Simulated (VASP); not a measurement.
Wanted: the native input for a VASP 6.6.1 run.

```yaml
Task: single point
Functional: PBEsol
Potentials_or_basis: VASP PAW PBE potentials, release 64 (Ru_pv)
Cutoff: 520 eV
k_mesh: 11 × 8 × 1
Occupations: gaussian, width 0.1 eV
Spin: no spin polarisation
Dipole_correction: yes
Further_INCAR_settings: ALGO = Fast; EDIFF = 1e-06; NBANDS = 51
```

The structure of Ru lies in POSCAR:

```
Ru
1.0
    2.6649775258      0.0000000000      0.0000000000
    0.0000000000      3.7688473604      0.0000000000
    0.0000000000      0.0000000000     23.6624438145
Ru
6
Direct
    0.5000000000      0.5000000000      0.3592190252
    0.0000000000      0.0000000000      0.4155314151
    0.5000000000      0.5000000000      0.4718438050
    0.0000000000      0.0000000000      0.5268117894
    0.5000000000      0.5000000000      0.5864116734
    0.0000000000      0.0000000000      0.6340011630
```

The slab is cut from a database's or a generator's crystal, which needn't be the stable form of the element.

The cell isn't the ideal one: clean slab, lower half held.

The input as run:

INCAR

```
SYSTEM = Ru
  PREC = Accurate
  ENCUT = 520
  EDIFF = 1E-6
  ISMEAR = 0
  SIGMA = 0.1
  LREAL = .False.
  LASPH = .True.
  NELM = 100
  ALGO = Fast
  ISIF = 2
  LWAVE = .False.
  LCHARG = .True.
  LDIPOL = .True.
  IDIPOL = 3
  DIPOL = 0.5 0.5 0.499
  GGA = PS
  LELF = .True.
  LVHAR = .True.
  LVACPOTAV = .True.
  NBANDS = 51
```

KPOINTS

```
regular mesh
0
Gamma
  11 8 1
  0 0 0
```

Potentials or basis: VASP PAW PBE potentials, release 64 (Ru_pv).

Launch:

```bash
$ cat potpaw_PBE.64/Ru_pv/POTCAR > POTCAR
$ mpirun -np 1 vasp_std > vasp.out
```

Results of the run:

```yaml
Largest_force: 1.701 eV/Å
Band_gap_on_the_k_mesh: none (metal or under the smearing width)
Work_function_of_the_upper_face: 4.47 eV
Work_function_of_the_lower_face: 4.42 eV
```

Caveat: the PAW data sets were made with another functional, which shifts forces and pressure a little.

Run time: 6.6 min on 1 thread of Intel(R) Xeon(R) 6975P-C (Granite Rapids) (shared host), peak memory 0.45 GiB.
